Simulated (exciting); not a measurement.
# I (Im-3m) in exciting: reference runs

How does I come out in PBEsol? The cell is run as given and disturbed.

All numbers are computed with exciting (release sodium); they aren't measurements. Logs are shortened: lines on timing, memory, paths and dates and some standing lists are left out, and cuts for length are marked.

## 1. The crystal as given

The structure is cubic, space group Im-3m (No. 229). The conventional cell has a = 4.179 Å, b = 4.179 Å, c = 4.179 Å, α = 90.00°, β = 90.00°, γ = 90.00°. I (site symmetry m-3m) is surrounded by 8 I at 3.62 Å.

The real solid is made of molecules; this cell is a model form.

## 2. Single point, PBEsol

Contents of input.xml:

```xml
<input>
  <title>I</title>
  <structure speciespath="./" tshift="false">
    <crystal scale="1">
      <basevect>-3.948347357466 3.948347357466 3.948347357466</basevect>
      <basevect>3.948347357466 -3.948347357466 3.948347357466</basevect>
      <basevect>3.948347357466 3.948347357466 -3.948347357466</basevect>
    </crystal>
    <species speciesfile="I.xml" rmt="2.3">
      <atom coord="0.000000000000 0.000000000000 0.000000000000"/>
    </species>
  </structure>
  <groundstate do="fromscratch" ngridk="9 9 9" rgkmax="9" gmaxvr="14" lmaxapw="10" lmaxmat="10" lmaxvr="8" xctype="GGA_PBE_SOL" stype="Fermi Dirac" swidth="0.00183747" nempty="8" ValenceRelativity="iora*" epsengy="1e-05" epspot="1e-05" maxscl="60" tforce="true" outputlevel="normal"/>
</input>
```

Potentials or basis: all-electron LAPW+lo, shipped species files, valence relativity iora*.

On the command line:

```
> OMP_NUM_THREADS=1 exciting_smp
```

INFO.OUT:

```text
================================================================================
EXCITING SODIUM started
[... 10 lines left out ...]

 Lattice vectors (cartesian) :
     -3.9483473575      3.9483473575      3.9483473575
      3.9483473575     -3.9483473575      3.9483473575
      3.9483473575      3.9483473575     -3.9483473575

 Reciprocal lattice vectors (cartesian) :
     -0.0000000000      0.7956728143      0.7956728143
      0.7956728143     -0.0000000000      0.7956728143
      0.7956728143      0.7956728143     -0.0000000000

 Unit cell volume                           :     246.2102051805
 Brillouin zone volume                      :       1.0074733225

 Species :    1 (I)
     parameters loaded from                 :    I.xml
     name                                   :    iodine
     nuclear charge                         :     -53.00000000
     electronic charge                      :      53.00000000
     atomic mass                            :  231332.69700000
     muffin-tin radius                      :       2.30000000
     # of radial points in muffin-tin       :     400

     atomic positions (lattice) :
       1 :   0.00000000  0.00000000  0.00000000

 Total number of atoms per unit cell        :       1

 Spin treatment                             :    spin-unpolarised

 Number of Bravais lattice symmetries       :      48
 Number of crystal symmetries               :      48

 k-point grid                               :       9    9    9
 Total number of k-points                   :      35
 k-point set is reduced with crystal symmetries

 R^MT_min * |G+k|_max (rgkmax)              :       9.00000000
 Species with R^MT_min                      :       1 (I)
 Maximum |G+k| for APW functions            :       3.91304348
 Maximum |G| for potential and density      :      14.00000000

 G-vector grid sizes                        :      32    32    32
 Total number of G-vectors                  :   11393

 Maximum angular momentum used for
     APW functions                          :      10
     computing H and O matrix elements      :      10
     potential and density                  :       8
     inner part of muffin-tin               :       2

 Total nuclear charge                       :     -53.00000000
 Total electronic charge                    :      53.00000000
 Total core charge                          :      36.00000000
 Total valence charge                       :      17.00000000

 Number of empty states                     :       8
 Total number of valence states             :      17

 Maximum Hamiltonian size                   :     269
 Maximum number of plane-waves              :     255
 Total number of local-orbitals             :      14

 Exchange-correlation type                  :      22
[... 23 lines left out ...]
+ SCF iteration number :    1                                                  +
++++++++++++++++++++++++++++++++++++++++++++++++++++++++++++++++++++++++++++++++
 Total energy                               :     -7114.33166191
 _______________________________________________________________
 Fermi energy                               :         0.14481501
 Kinetic energy                             :      7542.91205020
 Coulomb energy                             :    -14478.65275194
 Exchange energy                            :      -175.34801696
 Correlation energy                         :        -3.24294321

 DOS at Fermi energy (states/Ha/cell)       :        67.14327159

 Electron charges :
     core                                   :        36.00000000
     core leakage                           :         0.00118659
     valence                                :        17.00000000
     interstitial                           :         3.21464098
     charge in muffin-tin spheres :
                  atom     1     I          :        49.78535902
     total charge in muffin-tins            :        49.78535902
     total charge                           :        53.00000000

++++++++++++++++++++++++++++++++++++++++++++++++++++++++++++++++++++++++++++++++
+ SCF iteration number :    2                                                  +
++++++++++++++++++++++++++++++++++++++++++++++++++++++++++++++++++++++++++++++++
 Total energy                               :     -7115.16474244
 _______________________________________________________________
 Fermi energy                               :         0.14242403
 Kinetic energy                             :      7542.34558172
 Coulomb energy                             :    -14478.90512324
 Exchange energy                            :      -175.36215859
 Correlation energy                         :        -3.24304232

 DOS at Fermi energy (states/Ha/cell)       :        67.21444496

 Electron charges :
     core                                   :        36.00000000
     core leakage                           :         0.00118084
     valence                                :        17.00000000
     interstitial                           :         3.20218689
     charge in muffin-tin spheres :
                  atom     1     I          :        49.79781311
     total charge in muffin-tins            :        49.79781311
     total charge                           :        53.00000000

 RMS change in effective potential (target) :  0.977124E-02  ( 0.100000E-04)
 Absolute change in total energy   (target) :  0.833081      ( 0.100000E-04)
 Charge distance                   (target) :  0.470353E-03  ( 0.100000E-04)
 Abs. change in max-nonIBS-force   (target) :   0.00000      ( 0.500000E-04)

++++++++++++++++++++++++++++++++++++++++++++++++++++++++++++++++++++++++++++++++
+ SCF iteration number :    3                                                  +
++++++++++++++++++++++++++++++++++++++++++++++++++++++++++++++++++++++++++++++++
 Total energy                               :     -7115.63169023
 _______________________________________________________________
 Fermi energy                               :         0.14079619
 Kinetic energy                             :      7541.99818159
 Coulomb energy                             :    -14479.01720865
 Exchange energy                            :      -175.36957337
 Correlation energy                         :        -3.24308981

 DOS at Fermi energy (states/Ha/cell)       :        67.25686759

 Electron charges :
     core                                   :        36.00000000
     core leakage                           :         0.00117763
     valence                                :        17.00000000
     interstitial                           :         3.19402704
     charge in muffin-tin spheres :
                  atom     1     I          :        49.80597296
     total charge in muffin-tins            :        49.80597296
     total charge                           :        53.00000000
[... 185 lines left out ...]
 DOS at Fermi energy (states/Ha/cell)       :        67.27470564

 Electron charges :
     core                                   :        36.00000000
     core leakage                           :         0.00117522
     valence                                :        17.00000000
     interstitial                           :         3.18262312
     charge in muffin-tin spheres :
                  atom     1     I          :        49.81737688
     total charge in muffin-tins            :        49.81737688
     total charge                           :        53.00000000

 RMS change in effective potential (target) :  0.132364E-07  ( 0.100000E-04)
 Absolute change in total energy   (target) :  0.232479E-05  ( 0.100000E-04)
 Charge distance                   (target) :  0.864455E-08  ( 0.100000E-04)
 Abs. change in max-nonIBS-force   (target) :   0.00000      ( 0.500000E-04)

++++++++++++++++++++++++++++++++++++++++++++++++++++++++++++++++++++++++++++++++
+ SCF iteration number :   11                                                  +
++++++++++++++++++++++++++++++++++++++++++++++++++++++++++++++++++++++++++++++++
 Total energy                               :     -7116.08717376
 _______________________________________________________________
 Fermi energy                               :         0.13826635
 Kinetic energy                             :      7541.59113062
 Coulomb energy                             :    -14479.05876426
 Exchange energy                            :      -175.37642045
 Correlation energy                         :        -3.24311967

 DOS at Fermi energy (states/Ha/cell)       :        67.27471547

 Electron charges :
     core                                   :        36.00000000
     core leakage                           :         0.00117522
     valence                                :        17.00000000
     interstitial                           :         3.18262315
     charge in muffin-tin spheres :
                  atom     1     I          :        49.81737685
     total charge in muffin-tins            :        49.81737685
     total charge                           :        53.00000000

 RMS change in effective potential (target) :  0.846627E-08  ( 0.100000E-04)
 Absolute change in total energy   (target) :  0.780202E-06  ( 0.100000E-04)
 Charge distance                   (target) :  0.219438E-08  ( 0.100000E-04)
 Abs. change in max-nonIBS-force   (target) :   0.00000      ( 0.500000E-04)

++++++++++++++++++++++++++++++++++++++++++++++++++++++++++++++++++++++++++++++++
| Convergency criteria checked for the last 2 iterations                       +
| Convergence targets achieved. Performing final SCF iteration                 +
++++++++++++++++++++++++++++++++++++++++++++++++++++++++++++++++++++++++++++++++
 Total energy                               :     -7116.08717390
 _______________________________________________________________
 Fermi energy                               :         0.13826635
 Kinetic energy                             :      7541.59113052
 Coulomb energy                             :    -14479.05876430
 Exchange energy                            :      -175.37642045
 Correlation energy                         :        -3.24311967

 DOS at Fermi energy (states/Ha/cell)       :        67.27471672

 Electron charges :
     core                                   :        36.00000000
     core leakage                           :         0.00117522
     valence                                :        17.00000000
     interstitial                           :         3.18262315
     charge in muffin-tin spheres :
                  atom     1     I          :        49.81737685
     total charge in muffin-tins            :        49.81737685
     total charge                           :        53.00000000

++++++++++++++++++++++++++++++++++++++++++++++++++++++++++++++++++++++++++++++++
+ Self-consistent loop stopped                                                 +
++++++++++++++++++++++++++++++++++++++++++++++++++++++++++++++++++++++++++++++++
 STATE.OUT is written

--------------------------------------------------------------------------------
- Writing atomic positions and forces                                          -
--------------------------------------------------------------------------------

 Atomic positions (lattice) :
 atom     1   I  :     0.00000000    0.00000000    0.00000000

 Total atomic forces including IBS (cartesian) :
 atom     1   I  :     0.00000000    0.00000000    0.00000000

 Atomic force components including IBS (cartesian) :
 atom     1   I  :     0.00000000    0.00000000    0.00000000   HF force
                 :     0.00000000    0.00000000    0.00000000   core correction
                 :     0.00000000    0.00000000    0.00000000   IBS correction

********************************************************************************
[... 7 lines left out ...]
| EXCITING SODIUM stopped                                                      =
================================================================================
```

It took 31 s on 1 thread of Arm Neoverse V1, shared host; peak memory 0.11 GiB.

Results:

```
Free energy                                       : -193638.6164 eV
Band gap on the k mesh                            : none (metal or under the smearing width)
All electrons inside the program's atomic spheres : I 49.82 (radii I 2.3 bohr)
```

Caveat: the log's total energy holds no entropy term; the free energy is that total less TS from the occupations; an odd number of electrons without spin polarisation forces a metal; a magnetic or distorted state may lie lower. Spin-orbit coupling is left out, which matters for the levels of I.

## 3. Single point, PBEsol (cell strained at random at fixed volume)

Contents of input.xml:

```xml
<input>
  <title>I</title>
  <structure speciespath="./" tshift="false">
    <crystal scale="1">
      <basevect>-3.885329824562 3.937093202568 4.053375609921</basevect>
      <basevect>3.861233926747 -3.881374627783 3.973561137321</basevect>
      <basevect>3.935657010713 3.931701813934 -3.997657035136</basevect>
    </crystal>
    <species speciesfile="I.xml" rmt="2.3">
      <atom coord="0.007673000000 0.009891000000 0.005504000000"/>
    </species>
  </structure>
  <groundstate do="fromscratch" ngridk="9 9 9" rgkmax="9" gmaxvr="14" lmaxapw="10" lmaxmat="10" lmaxvr="8" xctype="GGA_PBE_SOL" stype="Fermi Dirac" swidth="0.00183747" nempty="8" ValenceRelativity="iora*" epsengy="1e-05" epspot="1e-05" maxscl="60" tforce="true" outputlevel="normal"/>
</input>
```

Potentials or basis: all-electron LAPW+lo, shipped species files, valence relativity iora*.

On the command line:

```
> OMP_NUM_THREADS=1 exciting_smp
```

INFO.OUT:

```text
================================================================================
EXCITING SODIUM started
[... 10 lines left out ...]

 Lattice vectors (cartesian) :
     -3.8853298246      3.9370932026      4.0533756099
      3.8612339267     -3.8813746278      3.9735611373
      3.9356570107      3.9317018139     -3.9976570351

 Reciprocal lattice vectors (cartesian) :
     -0.0027166359      0.7930076672      0.7772497513
      0.8083538713     -0.0107304796      0.7852635949
      0.8007270144      0.7933946539     -0.0031036227

 Unit cell volume                           :     246.2102394089
 Brillouin zone volume                      :       1.0074731824

 Species :    1 (I)
     parameters loaded from                 :    I.xml
     name                                   :    iodine
     nuclear charge                         :     -53.00000000
     electronic charge                      :      53.00000000
     atomic mass                            :  231332.69700000
     muffin-tin radius                      :       2.30000000
[... 428 lines left out ...]
 Total energy                               :     -7116.08730560
 _______________________________________________________________
 Fermi energy                               :         0.13829269
 Kinetic energy                             :      7541.59111079
 Coulomb energy                             :    -14479.05885809
 Exchange energy                            :      -175.37642969
 Correlation energy                         :        -3.24312861

 DOS at Fermi energy (states/Ha/cell)       :        63.57903827

 Electron charges :
     core                                   :        36.00000000
     core leakage                           :         0.00117520
     valence                                :        17.00000000
     interstitial                           :         3.18278655
     charge in muffin-tin spheres :
                  atom     1     I          :        49.81721345
     total charge in muffin-tins            :        49.81721345
     total charge                           :        53.00000000

++++++++++++++++++++++++++++++++++++++++++++++++++++++++++++++++++++++++++++++++
+ Self-consistent loop stopped                                                 +
++++++++++++++++++++++++++++++++++++++++++++++++++++++++++++++++++++++++++++++++
 STATE.OUT is written

--------------------------------------------------------------------------------
- Writing atomic positions and forces                                          -
--------------------------------------------------------------------------------

 Atomic positions (lattice) :
 atom     1   I  :     0.00767300    0.00989100    0.00550400

 Total atomic forces including IBS (cartesian) :
 atom     1   I  :     0.00000000    0.00000000    0.00000000

 Atomic force components including IBS (cartesian) :
 atom     1   I  :     0.00000000    0.00000000    0.00000000   HF force
                 :     0.00000000    0.00000000    0.00000000   core correction
                 :     0.00000000    0.00000000    0.00000000   IBS correction

********************************************************************************
* Groundstate module stopped                                                   *
********************************************************************************

================================================================================
| EXCITING SODIUM stopped                                                      =
================================================================================
```

Run time: 9.4 min. Hardware: 1 thread of Arm Neoverse V1, shared host; peak memory 0.12 GiB.

Results:

* Free energy: -193638.6191 eV
* Band gap on the k mesh: none (metal or under the smearing width)
* All electrons inside the program's atomic spheres: I 49.82 (radii I 2.3 bohr)

Levels at points of the mesh, in eV from the Fermi level:
```
           k point  band 7  band 8  band 9  band 10  band 11  band 12
(0.00, 0.00, 0.00)    0.75    0.80    0.88     6.66     9.70     9.89
```

Caveat: the log's total energy holds no entropy term; the free energy is that total less TS from the occupations; an odd number of electrons without spin polarisation forces a metal; a magnetic or distorted state may lie lower. Spin-orbit coupling is left out, which matters for the levels of I.
